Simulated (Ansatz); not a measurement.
ZnTe (zinc blende, space group No. 216), PBE (plane waves, PAW; program Ansatz). The conduction-band minimum lies at Γ, with 1 equivalent valley. Second derivatives d²E/dk² of the lowest band at one valley (eV·Å²), along Cartesian directions:

```csv
direction,d²E/dk²
[100],98.40
[010],98.40
[001],98.40
[110],98.23
[101],98.23
[011],98.23
```

Task: Find the principal effective masses, the density-of-states mass and the conductivity mass.

Result: Off-diagonal terms follow from H_xy = H[110] − (H_xx + H_yy)/2, and m*/mₑ = 7.620 eV·Å² over each eigenvalue: 0.077, 0.077, 0.078. One valley's DOS mass (m₁m₂m₃)^(1/3) = 0.077, conductivity mass 3/(Σ 1/mᵢ) = 0.077 mₑ.

Task: What effective density of states Nc follows at 300 K for parabolic valleys?

Result: Nc = 2.509e19 × 1 × (0.077)^(3/2) ≈ 5.4e17 cm⁻³.

Space group F-43m (zinc blende). The PBE relaxation kept the symmetry of its start; of distortions, only those at the zone centre were tested. Spin–orbit coupling is left out wherever it is not named.

Potentials: the later of the program's two PAW sets.

Edges and masses are those of Kohn–Sham bands, whose gap is no quasiparticle gap.
